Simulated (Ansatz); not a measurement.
Space group Fm-3m (No. 225). a = 4.167 Å, b = 4.167 Å, c = 4.167 Å, α = 90.00°, β = 90.00°, γ = 90.00°
| atom | site | symmetry | x | y | z |
| --- | --- | --- | --- | --- | --- |
| Co | 4a | m-3m | 0.0000 | 0.0000 | 0.0000 |
| O | 4b | m-3m | 0.5000 | 0.0000 | 0.0000 |

Equation of state of this CoO structure (not necessarily the ground state), with shape and atoms relaxed at each volume where symmetry leaves them free. It has no gap at any of these volumes. All numbers below come from DFT PBEsol, scalar-relativistic, plane waves, PAW in Ansatz 0.2.0.

Settings: cutoff 420 eV, Γ-centred mesh 18×18×18 on the computed 2-atom cell, Gaussian smearing of 0.10 eV; collinear spin.

```json
{"V (Å³/atom)": "7.959", "E − E(largest V) (meV/atom)": "38.85", "P (GPa)": "25.11"}
{"V (Å³/atom)": "8.230", "E − E(largest V) (meV/atom)": "0.82", "P (GPa)": "18.71"}
{"V (Å³/atom)": "8.501", "E − E(largest V) (meV/atom)": "-23.82", "P (GPa)": "11.07"}
{"V (Å³/atom)": "8.773", "E − E(largest V) (meV/atom)": "-38.15", "P (GPa)": "5.48"}
{"V (Å³/atom)": "9.044", "E − E(largest V) (meV/atom)": "-42.59", "P (GPa)": "-0.03"}
{"V (Å³/atom)": "9.315", "E − E(largest V) (meV/atom)": "-38.58", "P (GPa)": "-4.66"}
{"V (Å³/atom)": "9.586", "E − E(largest V) (meV/atom)": "-27.05", "P (GPa)": "-9.14"}
{"V (Å³/atom)": "9.948", "E − E(largest V) (meV/atom)": "0.00", "P (GPa)": "-14.73"}
```

Question: Fit a third-order Birch–Murnaghan equation to E(V).

Answer: V0 = 9.04 Å³/atom, B0 = 171 GPa, B0' = 2.8.

The cell holds one magnetic atom, so it can only be ferromagnetic; an antiferromagnetic order may lie lower.